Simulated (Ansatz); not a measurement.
# V_N in AlN (P6_3mc): which k-points does the level need?

Question: how much does the k-point sampling change the (+1/0) level of V_N in AlN (P6_3mc), and what does each choice cost? Model: a cell of 128 host atoms with 1 N taken out.

Program: Ansatz 0.2.0. Level of theory: plane-wave PAW DFT; relaxations with PBEsol, then single points with HSE06, on supercells at fixed charge in a uniform background. Results are calculated unless marked as measured.

## 1. Set-up

The cell holds 127 atoms: 64 Al and 63 N. Cell: a = 14.686 Å, b = 14.686 Å, c = 11.753 Å, α = 125.1°, β = 125.1°, γ = 94.5°. It derives from AlN (space group P6_3mc). Nearest the centre at fractional (0.554, 0.637, 0.750): Al102 at 1.89 Å, Al55 at 1.89 Å, Al117 at 1.89 Å, Al51 at 1.90 Å, N112 at 3.07 Å, N124 at 3.07 Å, N109 at 3.07 Å, N32 at 3.07 Å. The cell carries charge +1.

The host's dielectric constants go in as inputs: (4.50, 4.50, 4.73) for the electrons alone, (8.20, 8.20, 9.74) with the ions, computed on the host (DFPT, PBEsol).

The cell's shortest repeat is 11.8 Å.

## 2. Relaxing both charge states, PBEsol

The study needs fixed structures, so each charge is relaxed once, at one point at (¼, ¼, ¼), from small random displacements that break the symmetry of the site.

File qp1.relax/input.yaml:

```yaml
crystal:
  lattice:
    - [-4.67041106, 2.69646303, 4.9836768]
    - [4.67041106, -2.69646303, 4.9836768]
    - [1.55680365, 2.69646308, -4.9836768]
  atoms:
    - { symbol: Al, position: [0.416184, 0.08285, 0.0] }
    - { symbol: Al, position: [0.416184, 0.58285, 0.5] }
    - { symbol: Al, position: [0.916184, 0.08285, 0.5] }
    - { symbol: Al, position: [0.916184, 0.58285, 0.0] }
    - { symbol: Al, position: [0.33285, 0.166184, 0.5] }
    - { symbol: Al, position: [0.33285, 0.666184, 0.0] }
    - { symbol: Al, position: [0.83285, 0.166184, 0.0] }
    - { symbol: Al, position: [0.83285, 0.666184, 0.5] }
    - { symbol: "N", position: [0.10715, 0.273816, 0.5] }
    - { symbol: "N", position: [0.10715, 0.773816, 0.0] }
    - { symbol: "N", position: [0.60715, 0.273816, 0.0] }
    - { symbol: "N", position: [0.60715, 0.773816, 0.5] }
    - { symbol: "N", position: [0.023816, 0.35715, 0.0] }
    - { symbol: "N", position: [0.023816, 0.85715, 0.5] }
    - { symbol: "N", position: [0.523816, 0.35715, 0.5] }
    - { symbol: "N", position: [0.523816, 0.85715, 0.0] }
  supercell: [2, 2, 2]
  defects: [{ vacancy: 120 }]
total_charge: 1
basis:
  ecutwfc: 420
  xc_grid: 2
hamiltonian:
  xc: pbesol
  pseudopotentials: { kind: paw, azcp: { folder: soft_1 }, xc_functional: pbe }
kpoints:
  mp_grid: { grid: [1, 1, 1], shift: [0.25, 0.25, 0.25] }
scf:
  occupations: { method: fixed }
  max_iter: 80
output:
  forces: true
  charged_corrections:
    epsilon: [4.5, 4.5, 4.73]
    static_epsilon: [8.2, 8.2, 9.74]
    defect_position: [0.553575, 0.636908, 0.75]
relax:
  f_tol: 0.015
  max_steps: 60
  random_displacement: { amplitude: 0.04, seed: 5433 }
checkpoint:
  write: "../qp1.relax.run"
  compress: false
  write_wavefunctions: true
  write_every: 100000
```

On the command line:

```
$ ansatz run input.yaml --threads 32 --pin off --max-ram 84787MiB --backend cuda --events-out ev --progress --plain --runs-dir out --max-vram 78GiB
```

Numbers of over 12 decimals in the logs are rounded to 6 here.

Log:

```text
[... repeated set-up lines and file paths are left out, and long positions are rounded to six places ...]
Engine: ansatz 0.2.0, aarch64-unknown-linux-gnu
Pseudopotentials: kind: paw
Pseudopotential: Al, paw, valence charge 3, recommended cutoff 420 eV (normal), soft_1/Al.paw.azcp
Pseudopotential: N, paw, valence charge 5, recommended cutoff 420 eV (normal), soft_1/N.paw.azcp
Functional definition: PBEsol
  exchange = pbesol_x
  correlation = pbesol_c
[...]
Crystal: 127 atoms, lattice volume = 1338.931 Å³
Basis set: ecut = 420 eV, 26161 PW (Γ), exchange–correlation on 200×200×160 points (8 copies of the dense FFT grid, shifted against one another)
Bands: 380, of which v1, the nominal top of the filled ones, is band 253 counted from 1 (252 counted from 0)
Symmetry: 1 space group operations
k-points: 1
Non-local potential: Al, projectors of the file, l = 0: 2, l = 1: 2, l = 2: 1
Non-local potential: N, projectors of the file, l = 0: 2, l = 1: 2, l = 2: 1
PAW form: soft (Blöchl's): semilocal exchange-correlation on the pseudo side does not see the compensation charge
PAW frozen core: Al, regenerated for the run's functional, and the local potential with it (the file was generated under x = pbe(κ = 0.804, μ = 0.219515), c = pbe(β = 0.066725))
PAW frozen core: N, regenerated for the run's functional, and the local potential with it (the file was generated under x = pbe(κ = 0.804, μ = 0.219515), c = pbe(β = 0.066725))
PAW one-centre angular grid: Al, 110 points (default); XC on 64 Gauss nodes
PAW one-centre angular grid: N, 110 points (default); XC on 64 Gauss nodes
Initial density: superposition of atomic densities (chi_scale 0.1, normalization cell, long waves kept (reshape's long-wave potential 0.20 eV rms))
Initial wavefunctions: pseudopotential atomic-orbital guess
[...]
Functional: x = pbesol(κ = 0.804, μ = 0.123457), c = pbesol(β = 0.046)
SCF iter   1: F=—  HF=-57694.381424 eV  |Δ(HF+E_count)|=         —  Δρ=1.32e-1  dr2=2.88e2  Hψ=1185
preconditioner: auto → Resta (q_TF=auto, 2.320 Å⁻¹)  ε∞=3.6  [insulator: Δε(μ)=3.826 eV  Ē_g=14.135 eV  n_scr=288 (ndim 8)  ℏωp=22.8 eV  f_vac=0.000  ε∞_Penn≈3.6]
SCF iter   2: F=—  HF=-57610.055759 eV  |Δ(HF+E_count)|=    8.43e1  Δρ=4.52e-2  dr2=1.51e1  Hψ=817
[...]
SCF iter   9: F=-57605.560960 eV  HF=-57605.560961 eV  |Δ(HF+E_count)|=   3.00e-6  Δρ=8.62e-6  dr2=9.58e-7  Hψ=890
SCF 1 converged in 9 iterations: F = -57605.560960 eV  dr2 = 9.58e-7
[...]
relax step   1: F+E_penalty+E_count = -57605.56096017 eV  Δ(F+E_penalty+E_count) = +0.000e0 eV  max|allowed force component| = 1.643e0 eV/Å  Δτ_max = 0.0000 Å  (9 SCF iters, dr2 threshold 5.63e-6 eV, accepted)
[...]
relax step   2: F+E_penalty+E_count = -57607.17569767 eV  Δ(F+E_penalty+E_count) = -1.615e0 eV  max|allowed force component| = 1.052e0 eV/Å  Δτ_max = 0.0721 Å  (6 SCF iters, dr2 threshold 1.00e-4 eV, accepted)
[...]
relax step   4: F+E_penalty+E_count = -57607.93930087 eV  Δ(F+E_penalty+E_count) = -3.216e-3 eV  max|allowed force component| = 2.965e-2 eV/Å  Δτ_max = 0.0106 Å  (5 SCF iters, dr2 threshold 4.07e-7 eV, accepted)
[...]
relax step   5: F+E_penalty+E_count = -57607.93946559 eV  Δ(F+E_penalty+E_count) = -1.647e-4 eV  max|allowed force component| = 8.623e-3 eV/Å  Δτ_max = 0.0043 Å  (5 SCF iters, accepted)
[...]
NSCF: frozen V_eff on 1 k-points
[...]
SCF converged after 5 iterations
Free energy (F): -57607.939466 eV
Harris-Foulkes:  -57607.939466 eV  (|F-HF|=1.29e-8)
Internal energy: -57607.939466 eV  (E = F + TS)
E sigma→0 (E₀):  -57607.939466 eV
Fermi energy:    7.275269 eV
--- Per-component energies (eV) ---
  E_band       = 876.243682
  E_kinetic    = 9830.304330
  E_local      = -13474.269646  (includes V_loc(G=0)·N_el)
  E_nonlocal   = 2833.241246
  E_hartree    = 4966.068402
  E_xc         = -6199.359069
  E_vxc        = -6724.105204  (∫ρ·V_xc dr)
  E_paw        = -37018.014434  (= ΣΔE_a)
  E_vpaw       = -1521.115762  (= ΣTr[D̂ρ^β])
  E_aug_tail   = 0.052811  (compensation charges beyond the density's cutoff)
  E_ewald      = -18548.958230
  E_core_change = 2.995125  (= ΣΔE_core)
  E_smearing   = -0.000000  (= −TS)
  E_closure    = -0.000000  (closes the sum)
  E_deformation_potential = 17.062512  (in the stress; not in F)
  Σ components = -57607.939466   (vs F -57607.939466, Δ=0.00e0)
--- Forces (eV/Å), atoms counted from 1 ---
  atom   1  Al     0.00480686    -0.00142317     0.00224608
  atom   2  Al     0.00321904     0.00110243     0.00285205
  [... 4 atoms left out ...]
  [... 121 more lines of this table ...]
  max |Σ_I F_I| component: 1.04e-4 eV/Å
--- Charged-cell corrections in eV (Makov–Payne, q = +1.000 e, ε = [8.200, 8.200, 9.740]) ---
  F (periodic)     = -57607.939466  (uncorrected; the corrections below are reported, never added to it)
  E_corr1          = +0.216357  (monopole, q²α_M/2ε̄L, of the cell on which ε is isotropic)
  F Makov-Payne    = -57607.723109  (F + E_corr1; no measured alignment; for a localised charge, not one spread in a band: unchecked)
  no potential alignment in this run, which stands beside a crystal: run the host's input off ansatz write-host-input, and read the two finished runs by ansatz place-levels (neither reads a slab, a wire or a sheet, whose cell leaves a vacuum)
--- Band table (eV) ---
  k-point 0: bands = ["-7.9037", "-7.8782", "-7.5407", "-7.5059", "-7.4651", "-7.4279", "-7.1180", "-7.0919", "-6.8947", "-6.8905", [... rest cut ...]
--- Relaxed structure (5 steps of the walk, 5 accepted, 0 SCFs on fresh bases) ---
  F+E_penalty+E_count = -57607.93946559 eV   max|allowed force component| = 8.623e-3 eV/Å
  atoms:
    - { symbol: Al, position: [0.207940, 0.041162, -0.000629] }
    - { symbol: Al, position: [0.207436, 0.290221, 0.248392] }
    [... 4 atoms left out ...]
  [... 121 more lines of this table ...]
```

It took 5 s on 1 × NVIDIA GB200 with 32 threads of Arm Neoverse V2, shared host; peak memory 1.8 GiB; 20 s of CPU time.

Relaxation path:

| step | energy less that of the first step (eV) | largest force component (eV/Å) |
| --- | --- | --- |
| 1 | 0.0000 | 1.6429 |
| 2 | -1.6147 | 1.0515 |
| 3 | -2.3751 | 0.0807 |
| 4 | -2.3783 | 0.0297 |
| 5 | -2.3785 | 0.0086 |

The atoms that moved most (Å, from the sites as typed, ahead of the random displacement, the mean shift of all atoms taken out):

| atom | dx | dy | dz | length |
| --- | --- | --- | --- | --- |
| Al51 | 0.001 | 0.000 | -0.084 | 0.084 |
| Al117 | -0.037 | 0.022 | 0.005 | 0.043 |
| Al55 | 0.001 | -0.042 | 0.008 | 0.042 |
| Al102 | 0.036 | 0.020 | 0.008 | 0.042 |
| N126 | 0.009 | -0.005 | -0.017 | 0.020 |
| N112 | -0.010 | -0.005 | -0.014 | 0.018 |
| N94 | 0.000 | 0.000 | 0.018 | 0.018 |
| N124 | -0.001 | 0.011 | -0.014 | 0.018 |

The atoms nearest to the centre after the run:

| atom | distance (Å) |
| --- | --- |
| Al102 | 1.933 |
| Al117 | 1.933 |
| Al55 | 1.935 |
| Al51 | 1.986 |
| N126 | 3.053 |
| N112 | 3.056 |
| N94 | 3.057 |
| N124 | 3.057 |
| N109 | 3.059 |
| N32 | 3.060 |
| Al114 | 3.093 |
| N107 | 3.102 |
| N108 | 3.102 |
| N90 | 3.103 |
| N12 | 3.105 |
| N106 | 3.105 |

| charge | moment set (μB) | steps | largest displacement (Å) | time |
| --- | --- | --- | --- | --- |
| 0 | 1 | 6 | 0.11 | 7.2 s |
| +1 | 0 | 5 | 0.08 | 5 s |

The relaxation ends 19 meV an atom lower than the displaced start, with a largest force component of 0.0086 eV/Å.

## 3. First setting: the zone centre alone

The defect state overlaps with its images and forms a narrow band, so the k-points decide which part of that band enters the energy. A point off the zone centre usually averages it better, but needs complex orbitals and more time.

File qp1.kg/input.yaml:

```yaml
crystal:
  checkpoint: "../qp1.relax.run"
  host: checkpoint
total_charge: 1
basis:
  ecutwfc: 420
  xc_grid: 2
hamiltonian:
  xc: hse06
  pseudopotentials: { kind: paw, azcp: { folder: soft_1 } }
kpoints:
  mp_grid: { grid: [1, 1, 1] }
scf:
  occupations: { method: fixed }
  max_iter: 80
output:
  forces: true
  charged_corrections:
    epsilon: [4.5, 4.5, 4.73]
    static_epsilon: [8.2, 8.2, 9.74]
    defect_position: [0.553575, 0.636908, 0.75]
  eigenvalues: true
checkpoint:
  read: "../qp1.relax.run"
  write: "../qp1.kg.run"
  compress: false
  write_wavefunctions: false
  write_every: 100000
```

Log:

```text
[...]
Warning: checkpoint.read: hamiltonian.xc differs: saved pbesol, current hse06; the SCF iterates under this deck's functional from the saved state
crystal.checkpoint: the structure is that of <dir>, a `relax` run, at its step 5: its result, under pbesol at a charge of 1 e; 127 atoms read, 0 with a starting moment; this deck's functional is hse06; crystal.structure_sha256 for this input is
exact exchange: scf.exx.singularity resolves to wigner_seitz, which cuts the screened interaction at the faces of the exchange supercell's Wigner-Seitz cell, so that each pair interacts once, at the shortest of its separations (the periodic images that this [...]
[...]
davidson cushion auto → on  (no smearing: the cushion is to keep the highest requested band from converging to the state above it; pin scf.eigensolver.cushion to override)
[...]
Crystal: 127 atoms, lattice volume = 1338.931 Å³
Basis set: ecut = 420 eV, 26161 PW (Γ), exchange–correlation on 200×200×160 points (8 copies of the dense FFT grid, shifted against one another)
Bands: 380, of which v1, the nominal top of the filled ones, is band 253 counted from 1 (252 counted from 0)
[... 1 set-up line as in the run before ...]
[...]
k-points: 1
[...]
iter 1 solved again at ethr=3.53e-4 eV; its pass at ethr=1.00e-1 eV (dr2=1.79e0 eV) is discarded
[...]
SCF iter   2: F=—  HF=-58772.104378 eV  |Δ(HF+E_count)|=   4.27e-1  Δρ=4.66e-3  dr2=2.31e-1  Hψ=1131
[...]
SCF iter   5: F=-58772.034618 eV  HF=-58772.034733 eV  |Δ(HF+E_count)|=   4.53e-4  Δρ=8.34e-5  dr2=1.34e-4  Hψ=1025
SCF 1 stopped early in 5 iterations: F = -58772.034618 eV  dr2 = 1.34e-4
[...]
Exchange kernel: α = 0.2500, screened, ω = 0.2079 Å⁻¹, Wigner–Seitz truncation, v(0) = 960.0235 eV·Å³, q-mesh 1×1×1, nearest image of the exchange supercell L = 11.75 Å, pair-density grid 60×60×45, without the augmentation charges, whose exchange is taken in [...]
Frozen-core exchange: fock
SCF iter   1: F=—  HF=-58801.794192 eV  |Δ(HF+E_count)|=         —  Δρ=6.11e-3  dr2=2.60e-1  Hψ=2415
SCF iter   2: F=—  HF=-58801.700668 eV  |Δ(HF+E_count)|=   9.35e-2  Δρ=2.64e-3  dr2=7.17e-2  Hψ=1671
[...]
SCF iter   7: F=-58801.846824 eV  HF=-58801.846829 eV  |Δ(HF+E_count)|=   1.01e-4  Δρ=1.80e-5  dr2=1.25e-5  Hψ=1292
SCF 2 stopped early in 7 iterations: F = -58801.846824 eV  dr2 = 1.25e-5
  Residual-converged pass: ⟨swp⟩=3.0  Hψ=962  notcnv=0  max |occ|·‖R‖ = 2.0e-6 eV (tolerance 6.7e-6 eV)  dr2=1.26e-5  dr2_onsite=2.45e-7  max |Δocc| = 0.0e0
hybrid outer 1: dexx = +1.796e-1 eV, tail = 1.01e-4 eV
[...]
SCF iter   1: F=—  HF=-58801.845639 eV  |Δ(HF+E_count)|=         —  Δρ=2.07e-5  dr2=6.40e-6  Hψ=972
[...]
SCF iter   2: F=—  HF=-58801.845637 eV  |Δ(HF+E_count)|=   1.10e-6  Δρ=6.52e-6  dr2=2.40e-7  Hψ=1129
[...]
SCF iter   4: F=-58801.845638 eV  HF=-58801.845638 eV  |Δ(HF+E_count)|=   3.68e-8  Δρ=1.34e-6  dr2=3.36e-8  Hψ=1160
SCF 3 converged in 4 iterations: F = -58801.845638 eV  dr2 = 3.36e-8
[...]
hybrid outer 2: dexx = +9.395e-7 eV, tail = 7.77e-8 eV, Δε = 9.07e-4 eV (about 2.84e-5 eV left of the loop's levels), ΔF = 3.30e-3 eV/Å (tail 3.69e-4)
hybrid SCF converged: 2 outer / 11 inner (+5 warm-up), last move |dexx| = 9.40e-7 eV, tail = 7.77e-8 eV
Stability not checked: this state was not tested for a lower state beside it, because the functional holds exact exchange (a hybrid, or Hartree-Fock), whose exchange loop this test does not read (fock_operator; see scf.lower_state_search)
Free energy (F): -58801.845638 eV
[...]
Internal energy: -58801.845638 eV  (E = F + TS)
E sigma→0 (E₀):  -58801.845638 eV
Fermi energy:    6.557079 eV
[...]
--- Forces (eV/Å), atoms counted from 1 ---
  atom   1  Al    -0.01631689     0.00441891    -0.01050573
  atom   2  Al    -0.01844714     0.00171241    -0.01167881
  [... 4 atoms left out ...]
  [... 121 more lines of this table ...]
  max |Σ_I F_I| component: 1.89e-4 eV/Å
[...]
F Makov-Payne    = n/a  (the rows are of the electrons' constant alone; ansatz place-levels tells what screens the charge)
[...]
--- Band table (eV) ---
[...]
```

The job ended after 8.6 s (1 × NVIDIA GB200 with 32 threads; peak memory 1.9 GiB; 40 s of CPU time).

Reading the cycles: dr2 is the Hartree energy of the density residual (eV), the measure of convergence; HF is the Harris–Foulkes estimate of the energy, which meets the free energy F at convergence.

Both charges and the host at this setting go to place-levels, which corrects for the image charge and aligns the potentials.

File levels.kg.yaml:

```yaml
host:
  run: host.kg.run
states: [q0_M1.kg.run, qp1.kg.run]
geometry_from:
  q0_M1.kg.run: q0_M1.relax.run
  qp1.kg.run: qp1.relax.run
  host.kg.run: host.relax.run
chemical_potentials:
  "N":
    energy: -383.845817
    dataset: "<sha256 of the dataset>"
```

On the command line:

```
$ ansatz place-levels levels.kg.yaml -- --threads 32 --pin off --max-ram 84787MiB --backend cuda --max-vram 78GiB
```

Log:

```text
(+1/0) 4.276 eV above the valence edge, 1.276 eV under the conduction edge
formation energy of charge +1: +1.847 eV with the Fermi level at the valence edge
formation energy of charge 0: +6.123 eV with the Fermi level at the valence edge
  edges by hse06, gap 5.552 eV; the host is sampled to repeats of 11.75 Å
  the defect's cells are sampled to repeats of 11.75 Å, like sampling
  charge +1: -58801.6900 eV with its correction of +0.156 eV, at epsilon [8.2, 8.2, 9.74], aligned at sites: -0.0607 eV, mean over 48 atomic sites at or beyond 5.88 Å from the defect at [0.5536, 0.6369, 0.7500], with +0.000874 for the charge's moments and [...]
  charge 0: +0.000 eV for its dipole among its images, +0.000 omitted
  of the host: (host) hybrid's levels can ripple along a path where its exchange mesh is coarse, and an extremum then takes the crest, of which none of its warnings tells: converge the edges in the exchange mesh (kpoints.mp_grid)
  of states[1] (qp1.kg.run): its energy less the host's errs by more the larger the cell: their exchange is not summed between the same points (point_sum); [...]
  of states[0] (q0_M1.kg.run): its energy less the host's errs by more the larger the cell: their exchange is not summed between the same points (point_sum); [...]
```

It took 0.16 s on 32 threads.

At this setting the gap is 5.552 eV and (+1/0) lies 4.276 eV above the valence top.

## 4. The other settings

In the defect's inputs only the studied keys change. One input of each further setting:

qp1.kq/input.yaml, as its differences from qp1.kg/input.yaml of step 3:

```diff
@@ -11,3 +11,3 @@
 kpoints:
-  mp_grid: { grid: [1, 1, 1] }
+  mp_grid: { grid: [1, 1, 1], shift: [0.25, 0.25, 0.25] }
 scf:
@@ -24,3 +24,3 @@
   read: "../qp1.relax.run"
-  write: "../qp1.kg.run"
+  write: "../qp1.kq.run"
   compress: false
```

qp1.km0/input.yaml, as its differences from qp1.kq/input.yaml of step 4:

```diff
@@ -11,3 +11,3 @@
 kpoints:
-  mp_grid: { grid: [1, 1, 1], shift: [0.25, 0.25, 0.25] }
+  mp_grid: { grid: [2, 2, 2] }
 scf:
@@ -24,3 +24,3 @@
   read: "../qp1.relax.run"
-  write: "../qp1.kq.run"
+  write: "../qp1.km0.run"
   compress: false
```

qp1.kms/input.yaml, as its differences from qp1.km0/input.yaml of step 4:

```diff
@@ -11,3 +11,3 @@
 kpoints:
-  mp_grid: { grid: [2, 2, 2] }
+  mp_grid: { grid: [2, 2, 2], shift: [0.5, 0.5, 0.5] }
 scf:
@@ -24,3 +24,3 @@
   read: "../qp1.relax.run"
-  write: "../qp1.km0.run"
+  write: "../qp1.kms.run"
   compress: false
```

## 5. Result against cost

Times of the states on 1 × NVIDIA GB200 with 32 threads of Arm Neoverse V2, shared host; the host is run again at each setting:

| k-point sampling | gap (eV) | (+1/0) above the valence top (eV) | under the conduction bottom (eV) | level less that at a 2×2×2 shifted mesh (meV) | time, both charge states | time, host and placing | peak memory of a state (GiB) |
| --- | --- | --- | --- | --- | --- | --- | --- |
| the zone centre alone | 5.552 | 4.276 | 1.276 | 47 | 22 s | 74 s | 2.1 |
| one point at (¼, ¼, ¼) | 5.537 | 4.176 | 1.362 | -53 | 36 s | 2.5 min | 3.9 |
| a 2×2×2 Γ-centred mesh | 5.539 | 4.229 | 1.310 | 0 | 2.4 min | 3.7 min | 11.4 |
| a 2×2×2 shifted mesh | 5.539 | 4.229 | 1.310 | 0 | 1.7 min | 3.5 min | 8.7 |

## 6. Outcome

| Property | Result |
| --- | --- |
| (plus 1/0) level, the zone centre alone | 4.28 eV |
| (plus 1/0) level, one point at (¼, ¼, ¼) | 4.18 eV |
| (plus 1/0) level, a 2×2×2 Γ-centred mesh | 4.23 eV |
| (plus 1/0) level, a 2×2×2 shifted mesh | 4.23 eV |

**Reading.** Over the settings in the table the level spans 0.100 eV; a 2×2×2 Γ-centred mesh lies within 0.02 eV of the reference (a 2×2×2 shifted mesh, 4.23 eV). The largest miss of the level above the valence top is 53 meV, with one point at (¼, ¼, ¼). Here the quarter point misses by more than the zone centre, against the usual rule. Only the charges 0 and +1 were run, each from one start, so (+1/0) need not be a change between stable states. No mesh denser than the reference was run, so the reference is not shown to be converged. With a hybrid the mesh also sets the range of the exchange sum, so the shifts mix that with the dispersion of the defect state. Keep in mind: the structures are those of PBEsol; force components of up to 0.20 eV/Å remain in a run at the final settings.

[Logs are printed without paths, hosts, clocks, repeated set-up lines and the standing remarks that a program may print on its own settings, such as how far it seeks lower states.]

[Hosts, paths, dates, database ids (printed as entryN), source tags and the programs' standing remarks are cut or masked in the printed files.]

[Where a table of states has a column of steps, it counts the stored structures, which are thinned; the runs took as many ionic steps or more.]

[For some hosts the program warned that the k-mesh of the response run may be too coarse for force constants and the static dielectric constant; such warnings are not shown here.]
